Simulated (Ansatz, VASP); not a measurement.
**Cross-check of Li14Br5Cl9 between VASP and Ansatz**

Wanted: the spread between two codes on one cell, functional and k mesh. The structure shown is frame 29 of Ansatz's trajectory.

Method: plane waves, with VASP 6.6.1 beside it; single point at PBE, in Ansatz 0.2.0.

## Step 1: The structure

The cell holds 56 atoms: 28 Li, 10 Br and 18 Cl. Its edges and angles: a = 7.448 Å, b = 5.266 Å, c = 26.296 Å, α = 90.0°, β = 87.3°, γ = 90.0°. As first built, before any earlier steps moved the atoms (in the runner's words): rock-salt LiCl (a = 5.2663 A), cell with z along [110], 2 x 1 x 7 periods; the third cell vector is tilted by 0.333 of 1/2[1-10] and lengthened by 0.2 A, so the cell holds one fault; displaced by a Gaussian of 0.01 A; 10 of 28 Cl sites given to Br at random (lattice constant by Vegard's rule between LiCl and LiBr). The structure's axis is c.

## Step 2: Ansatz: dynamics, PBE

Ansatz runs on its default PAW (the set named soft_2) files.

One frame of this run of dynamics is then solved in both programs, so the motion causes no difference.

input.yaml

```yaml
crystal:
  lattice:
    - [7.44767, 0.0, 0.0]
    - [0.0, 5.2663, 0.0]
    - [1.2413, 0.0, 26.26686]
  atoms:
    - { symbol: Li, position: [0.83646, 0.00218, 0.992] }
    - { symbol: Br, position: [0.73805, 0.0014, 0.07085] }
    - { symbol: Li, position: [0.97678, 0.99891, 0.14148] }
    - { symbol: Cl, position: [0.71346, 0.00223, 0.21221] }
    - { symbol: Li, position: [0.95372, 0.00101, 0.28303] }
    - { symbol: Cl, position: [0.69015, 0.00063, 0.35393] }
    - { symbol: Li, position: [0.92776, 0.00064, 0.42515] }
    - { symbol: Cl, position: [0.66729, 0.00185, 0.49638] }
    - { symbol: Li, position: [0.90754, 0.00041, 0.56668] }
    - { symbol: Cl, position: [0.64482, 0.00094, 0.63754] }
    - { symbol: Li, position: [0.88325, 0.00077, 0.70841] }
    - { symbol: Cl, position: [0.62026, 0.99799, 0.77951] }
    - { symbol: Li, position: [0.85763, 0.9998, 0.85007] }
    - { symbol: Cl, position: [0.59641, 0.00101, 0.92026] }
    - { symbol: Li, position: [0.33633, 0.00418, 0.99257] }
    - { symbol: Br, position: [0.23912, 0.00428, 0.07067] }
    - { symbol: Li, position: [0.47531, 0.00107, 0.14098] }
    - { symbol: Cl, position: [0.21292, 0.00244, 0.2126] }
    - { symbol: Li, position: [0.452, 0.00086, 0.28323] }
    - { symbol: Br, position: [0.18992, 0.99656, 0.35332] }
    - { symbol: Li, position: [0.42786, 0.00205, 0.42486] }
    - { symbol: Cl, position: [0.16896, 0.99816, 0.49573] }
    - { symbol: Li, position: [0.4059, 0.00032, 0.5666] }
    - { symbol: Cl, position: [0.14589, 0.00087, 0.63782] }
    - { symbol: Li, position: [0.3832, 0.99943, 0.70851] }
    - { symbol: Cl, position: [0.12019, 0.99911, 0.77891] }
    - { symbol: Li, position: [0.35414, 0.99848, 0.84995] }
    - { symbol: Cl, position: [0.0962, 0.99613, 0.92143] }
    - { symbol: Li, position: [0.2411, 0.5052, 0.07052] }
    - { symbol: Cl, position: [0.97932, 0.4995, 0.14101] }
    - { symbol: Li, position: [0.21506, 0.5011, 0.2122] }
    - { symbol: Cl, position: [0.95284, 0.50118, 0.28328] }
    - { symbol: Li, position: [0.18971, 0.49792, 0.35374] }
    - { symbol: Br, position: [0.92646, 0.49807, 0.42484] }
    - { symbol: Li, position: [0.16928, 0.49838, 0.49532] }
    - { symbol: Cl, position: [0.90523, 0.49676, 0.56652] }
    - { symbol: Li, position: [0.147, 0.49957, 0.63784] }
    - { symbol: Cl, position: [0.88054, 0.50368, 0.70815] }
    - { symbol: Li, position: [0.1202, 0.50033, 0.77933] }
    - { symbol: Cl, position: [0.85921, 0.49983, 0.85063] }
    - { symbol: Li, position: [0.09486, 0.50126, 0.92124] }
    - { symbol: Cl, position: [0.83625, 0.50093, 0.99157] }
    - { symbol: Li, position: [0.73935, 0.50282, 0.07082] }
    - { symbol: Br, position: [0.47557, 0.50002, 0.14193] }
    - { symbol: Li, position: [0.7146, 0.49862, 0.21185] }
    - { symbol: Br, position: [0.45304, 0.50284, 0.28276] }
    - { symbol: Li, position: [0.69217, 0.49897, 0.3542] }
    - { symbol: Br, position: [0.42733, 0.50279, 0.42484] }
    - { symbol: Li, position: [0.66804, 0.49823, 0.49621] }
    - { symbol: Cl, position: [0.40426, 0.49874, 0.56729] }
    - { symbol: Li, position: [0.64371, 0.49871, 0.6377] }
    - { symbol: Br, position: [0.38174, 0.49958, 0.70849] }
    - { symbol: Li, position: [0.61995, 0.50001, 0.77954] }
    - { symbol: Br, position: [0.35606, 0.50152, 0.85002] }
    - { symbol: Li, position: [0.59543, 0.49745, 0.92088] }
    - { symbol: Br, position: [0.33377, 0.50399, 0.99235] }
kpoints:
  mp_grid: { grid: [1, 2, 1] }
hamiltonian:
  xc: pbe
scf:
  occupations: { method: fermi_dirac, width: 0.025 }
output:
  forces: true
  stress: true
md:
  timestep: 1.0
  n_steps: 86
  ensemble: nvt_langevin
  temperature: 900
  initial_velocities: maxwell_boltzmann
  seed: 1793
```

Command:

```console
$ ansatz run input.yaml --threads 4 --pin off --max-ram 8192MiB --backend cpu --events-out ev --progress --plain --runs-dir out
```

Numbers of over 12 decimals in the logs are rounded to 6 here.

The log of the run:

```text
Warning: md: disabling space-group detection — thermal motion breaks the input geometry's symmetry, so no spatial operation reduces the k-mesh or symmetrises the density; time reversal is kept, so that k and −k are solved as one point where they differ and the mesh holds both, and exact exchange and, on two spinor components, a DFT+U term hold to it where the run has them: on two components no moment then forms, and  [...]
Warning: output.stress: scf.convergence.dr2_threshold = 5.6e-8 eV (the default of an md: trajectory) is looser than the 5.6e-9 eV advised for a printed stress (1e-10 eV for each atom of the cell: 56). What an SCF threshold leaves in a stress goes as its square root, and in the free energy as the threshold itself, and one threshold admits the most on a small cell: [figures from the program's tests cut] Set scf.converg [...]
Engine: ansatz 0.2.0, aarch64-unknown-linux-gnu
Pseudopotentials: kind: paw
Pseudopotential: Li, paw, valence charge 3, recommended cutoff 420 eV (normal), Li.paw.azcp
Pseudopotential: Br, paw, valence charge 7, recommended cutoff 420 eV (normal), Br.paw.azcp
Pseudopotential: Cl, paw, valence charge 7, recommended cutoff 420 eV (normal), Cl.paw.azcp
Functional definition: PBE
  parameter kappa = 0.804
  parameter beta = 0.066725
  exchange = pbe_x(kappa = kappa, mu = beta*pi^2/3)
  correlation = pbe_c(beta = beta)
Crystal: 56 atoms, lattice volume = 1030.230 Å³
Basis set: ecut = 420 eV, 20191 PW (Γ), exchange–correlation on 100×72×360 points (8 copies of the dense FFT grid, shifted against one another)
Bands: 196, of which v1, the nominal top of the filled ones, is band 140 counted from 1 (139 counted from 0)
Symmetry: 1 space group operations
k-points: 2
Non-local potential: Li, projectors of the file, l = 0: 3, l = 1: 2, l = 2: 1
Non-local potential: Br, projectors of the file, l = 0: 2, l = 1: 2, l = 2: 2
Non-local potential: Cl, projectors of the file, l = 0: 2, l = 1: 2, l = 2: 2
PAW form: soft (Blöchl's): semilocal exchange-correlation on the pseudo side does not see the compensation charge
PAW one-centre angular grid: Li, 110 points (default); XC on 64 Gauss nodes
PAW one-centre angular grid: Br, 110 points (default); XC on 64 Gauss nodes
PAW one-centre angular grid: Cl, 110 points (default); XC on 64 Gauss nodes
Initial density: superposition of atomic densities (neutral atoms: chi_scale 0, normalization atom), corrected by the library's trained network
Initial wavefunctions: pseudopotential atomic-orbital guess
Functional: x = pbe(κ = 0.804, μ = 0.219515), c = pbe(β = 0.066725)
SCF iter   1: F=—  HF=-53085.965241 eV  |F-HF|=—  |Δ(HF+E_count)|=         —  Δρ=2.28e-3  dr2=5.95e-2  ethr=1.77e-3  ⟨swp⟩=8.5  Hψ=2002  notcnv=0  defer=71
preconditioner: auto → Resta (q_TF=auto, 2.196 Å⁻¹)  ε∞=3.0  [insulator: Δε(μ)=5.322 eV  Ē_g=12.380 eV  σ=0.025 eV  W_gap=1.00  n_scr=186 (ndim 8)  ℏωp=17.3 eV  f_vac=0.000  D(μ)=0.00/eV (n_scr^D=0)  ε∞_Penn≈3.0]
SCF iter   2: F=—  HF=-53085.954341 eV  |F-HF|=—  |Δ(HF+E_count)|=   1.09e-2  Δρ=1.14e-3  dr2=1.30e-2  ethr=2.13e-5  ⟨swp⟩=2.5  Hψ=664  notcnv=0  defer=97
SCF iter   3: F=—  HF=-53085.957669 eV  |F-HF|=—  |Δ(HF+E_count)|=   3.33e-3  Δρ=2.89e-4  dr2=1.22e-3  ethr=4.64e-6  ⟨swp⟩=2.5  Hψ=472  notcnv=0  defer=97
SCF iter   4: F=—  HF=-53085.958519 eV  |F-HF|=—  |Δ(HF+E_count)|=   8.51e-4  Δρ=5.06e-5  dr2=3.25e-5  ethr=4.35e-7  ⟨swp⟩=2.0  Hψ=463  notcnv=0  defer=97
SCF iter   5: F=—  HF=-53085.958035 eV  |F-HF|=—  |Δ(HF+E_count)|=   4.85e-4  Δρ=1.22e-5  dr2=1.85e-6  ethr=1.16e-8  ⟨swp⟩=2.0  Hψ=672  notcnv=0  defer=97
SCF iter   6: F=—  HF=-53085.958036 eV  |F-HF|=—  |Δ(HF+E_count)|=   1.11e-6  Δρ=3.83e-6  dr2=1.63e-7  ethr=6.61e-10  ⟨swp⟩=2.0  Hψ=503  notcnv=0  defer=97
SCF iter   7: F=-53085.958036 eV  HF=-53085.958036 eV  |F-HF|=7.28e-10  |Δ(HF+E_count)|=   1.98e-7  Δρ=9.42e-7  dr2=9.97e-9  ethr=2.00e-11  ⟨swp⟩=4.0  Hψ=1157  notcnv=0
SCF 1 converged in 7 iterations: F = -53085.958036 eV  dr2 = 9.97e-9
[...]
md step    60: t =    60.00 fs  T =   675.5 K  F+E_penalty+E_count = -53082.52002071 eV  E_kin = 4.889563 eV  P_inst = 4.4936 GPa  (6 SCF iters)
md step    61: t =    61.00 fs  T =   648.7 K  F+E_penalty+E_count = -53082.55059799 eV  E_kin = 4.695539 eV  P_inst = 4.4444 GPa  (4 SCF iters)
md step    62: t =    62.00 fs  T =   658.2 K  F+E_penalty+E_count = -53082.57849017 eV  E_kin = 4.764298 eV  P_inst = 4.4230 GPa  (5 SCF iters)
md step    63: t =    63.00 fs  T =   656.5 K  F+E_penalty+E_count = -53082.60245937 eV  E_kin = 4.752369 eV  P_inst = 4.3925 GPa  (4 SCF iters)
md step    64: t =    64.00 fs  T =   672.2 K  F+E_penalty+E_count = -53082.62557360 eV  E_kin = 4.865497 eV  P_inst = 4.3730 GPa  (5 SCF iters)
md step    65: t =    65.00 fs  T =   699.9 K  F+E_penalty+E_count = -53082.64604756 eV  E_kin = 5.066520 eV  P_inst = 4.3621 GPa  (5 SCF iters)
md step    66: t =    66.00 fs  T =   711.7 K  F+E_penalty+E_count = -53082.66042832 eV  E_kin = 5.151871 eV  P_inst = 4.3417 GPa  (4 SCF iters)
md step    67: t =    67.00 fs  T =   705.0 K  F+E_penalty+E_count = -53082.66907768 eV  E_kin = 5.102983 eV  P_inst = 4.3116 GPa  (4 SCF iters)
md step    68: t =    68.00 fs  T =   715.7 K  F+E_penalty+E_count = -53082.67459744 eV  E_kin = 5.180675 eV  P_inst = 4.2958 GPa  (4 SCF iters)
md step    69: t =    69.00 fs  T =   726.0 K  F+E_penalty+E_count = -53082.67864481 eV  E_kin = 5.255544 eV  P_inst = 4.2792 GPa  (5 SCF iters)
md step    70: t =    70.00 fs  T =   751.9 K  F+E_penalty+E_count = -53082.67749674 eV  E_kin = 5.442909 eV  P_inst = 4.2763 GPa  (6 SCF iters)
md step    71: t =    71.00 fs  T =   780.6 K  F+E_penalty+E_count = -53082.66781919 eV  E_kin = 5.650255 eV  P_inst = 4.2772 GPa  (5 SCF iters)
md step    72: t =    72.00 fs  T =   757.8 K  F+E_penalty+E_count = -53082.65271926 eV  E_kin = 5.485652 eV  P_inst = 4.2414 GPa  (5 SCF iters)
md step    73: t =    73.00 fs  T =   783.2 K  F+E_penalty+E_count = -53082.63403162 eV  E_kin = 5.669520 eV  P_inst = 4.2448 GPa  (4 SCF iters)
md step    74: t =    74.00 fs  T =   792.9 K  F+E_penalty+E_count = -53082.61275107 eV  E_kin = 5.739661 eV  P_inst = 4.2392 GPa  (5 SCF iters)
md step    75: t =    75.00 fs  T =   783.8 K  F+E_penalty+E_count = -53082.58556002 eV  E_kin = 5.673776 eV  P_inst = 4.2239 GPa  (5 SCF iters)
md step    76: t =    76.00 fs  T =   763.7 K  F+E_penalty+E_count = -53082.55520491 eV  E_kin = 5.528264 eV  P_inst = 4.2030 GPa  (4 SCF iters)
md step    77: t =    77.00 fs  T =   770.1 K  F+E_penalty+E_count = -53082.52751172 eV  E_kin = 5.574747 eV  P_inst = 4.2010 GPa  (5 SCF iters)
md step    78: t =    78.00 fs  T =   809.1 K  F+E_penalty+E_count = -53082.50004381 eV  E_kin = 5.856788 eV  P_inst = 4.2234 GPa  (4 SCF iters)
md step    79: t =    79.00 fs  T =   813.1 K  F+E_penalty+E_count = -53082.47010008 eV  E_kin = 5.885899 eV  P_inst = 4.2208 GPa  (4 SCF iters)
md step    80: t =    80.00 fs  T =   830.1 K  F+E_penalty+E_count = -53082.43719378 eV  E_kin = 6.008706 eV  P_inst = 4.2293 GPa  (6 SCF iters)
md step    81: t =    81.00 fs  T =   872.6 K  F+E_penalty+E_count = -53082.39864636 eV  E_kin = 6.316536 eV  P_inst = 4.2604 GPa  (4 SCF iters)
md step    82: t =    82.00 fs  T =   885.8 K  F+E_penalty+E_count = -53082.35882875 eV  E_kin = 6.411604 eV  P_inst = 4.2686 GPa  (5 SCF iters)
md step    83: t =    83.00 fs  T =   858.7 K  F+E_penalty+E_count = -53082.32361065 eV  E_kin = 6.215764 eV  P_inst = 4.2444 GPa  (4 SCF iters)
md step    84: t =    84.00 fs  T =   844.7 K  F+E_penalty+E_count = -53082.29313662 eV  E_kin = 6.114182 eV  P_inst = 4.2306 GPa  (5 SCF iters)
md step    85: t =    85.00 fs  T =   842.9 K  F+E_penalty+E_count = -53082.26553984 eV  E_kin = 6.101438 eV  P_inst = 4.2270 GPa  (5 SCF iters)
[...]
md step    86: t =    86.00 fs  T =   844.6 K  F+E_penalty+E_count = -53082.24080288 eV  E_kin = 6.113369 eV  P_inst = 4.2267 GPa  (6 SCF iters)
SCF converged after 6 iterations
Free energy (F): -53082.240803 eV
Harris-Foulkes:  -53082.240803 eV  (|F-HF|=1.06e-8)
Internal energy: -53082.240803 eV  (E = F + TS)
E sigma→0 (E₀):  -53082.240803 eV
Fermi energy:    4.849006 eV
--- Per-component energies (eV) ---
  E_band       = -2886.586668
  E_kinetic    = 4896.722111
  E_local      = -9731.079588  (includes V_loc(G=0)·N_el)
  E_nonlocal   = 291.614267
  E_hartree    = 2867.964654
  E_xc         = -4905.938555
  E_vxc        = -3661.034167  (∫ρ·V_xc dr)
  E_paw        = -34924.554460  (= ΣΔE_a)
  E_vpaw       = -418.741549  (= ΣTr[D̂ρ^β])
  E_aug_tail   = 0.001998  (compensation charges beyond the density's cutoff)
  E_ewald      = -11576.971230
  E_smearing   = -0.000000  (= −TS)
  E_closure    = -0.000000  (closes the sum)
  Σ components = -53082.240803   (vs F -53082.240803, Δ=0.00e0)
--- Forces (eV/Å), atoms counted from 1 ---
  atom   1  Li     0.25030872     0.19083467    -1.66904598
  atom   2  Br    -1.06798316    -0.11146612     1.45286779
  atom   3  Li    -0.59493760    -0.09638496    -0.45563274
  atom   4  Cl     0.16619501    -0.24286226    -0.16191430
  atom   5  Li    -0.19611596    -0.04676795    -0.25437419
  atom   6  Cl    -0.17110660    -0.03406429    -0.38192048
  atom   7  Li    -0.39851754     0.38298629     0.02297995
  atom   8  Cl    -0.00135005    -0.19336268     0.05778427
  atom   9  Li    -0.42419188     0.20896678    -0.53962982
  atom  10  Cl    -0.45505392    -0.28740250    -0.50047991
  atom  11  Li     0.82544563    -0.16669165     0.82825683
  atom  12  Cl    -0.01242559    -0.23433129     0.09196286
  atom  13  Li     0.04660208     0.20038846     0.14513859
  atom  14  Cl     0.01412333    -0.09339705    -0.04696446
  atom  15  Li     0.21108064    -0.04527977    -0.21909883
  atom  16  Br    -0.37287237    -0.36114545    -0.03160966
  atom  17  Li    -0.04069269     0.03580094     0.11056734
  atom  18  Cl     0.59203875    -0.09244863     0.53648313
  atom  19  Li     0.00107535    -0.17240970     0.16260209
  atom  20  Br    -0.19101174    -0.55250731    -0.00566021
  atom  21  Li     0.15348494     0.03964761     0.44026295
  atom  22  Cl     0.21742601    -0.26150522     0.12327353
  atom  23  Li     0.33451017     0.23800708    -0.27867071
  atom  24  Cl     0.27023087     0.17990844     0.80706258
[...]
atom  49  Li    -0.06968563    -0.17293542     0.05138361
  atom  50  Cl    -1.29341433     0.24680327     0.69639780
  atom  51  Li     0.01619807    -0.06348525    -0.01521477
  atom  52  Br    -0.36846284     0.22030126     0.15291750
  atom  53  Li    -0.16363727    -0.07091427    -0.22755462
  atom  54  Br     0.88504111     1.00620420     0.55324525
  atom  55  Li     0.01506706    -0.40176377     0.22239305
  atom  56  Br     0.68735212     0.44750594     0.05987625
  max |Σ_I F_I| component: 2.48e-5 eV/Å
--- Stress (GPa, compression-positive) ---
        5.503315       0.189682      -0.006305
        0.189682       1.806185       0.180506
       -0.006306       0.180506       3.469092
  P = ⅓ Tr σ = 3.5929 GPa (35.929 kbar)
--- MD trajectory: 86 steps, t = 0.0 → 86.0 fs ---
  final state: T = 844.6 K   F+E_penalty+E_count = -53082.24080288 eV   E_kin = 6.113369 eV
```

Reading the cycles: dr2 is the Hartree energy of the density residual (eV), the measure of convergence; HF is the Harris–Foulkes estimate of the energy, which meets the free energy F at convergence.

(Continued in part 2 of 2.)

[Lines on the potential files, build, host, timing and source positions are cut from VASP's logs without a mark.]

[Logs are printed without paths, hosts, clocks, repeated set-up lines and the standing remarks that a program may print on its own settings, such as how far it seeks lower states.]

[Hosts, paths, dates, database ids (printed as entryN), source tags and the programs' standing remarks are cut or masked in the printed files.]
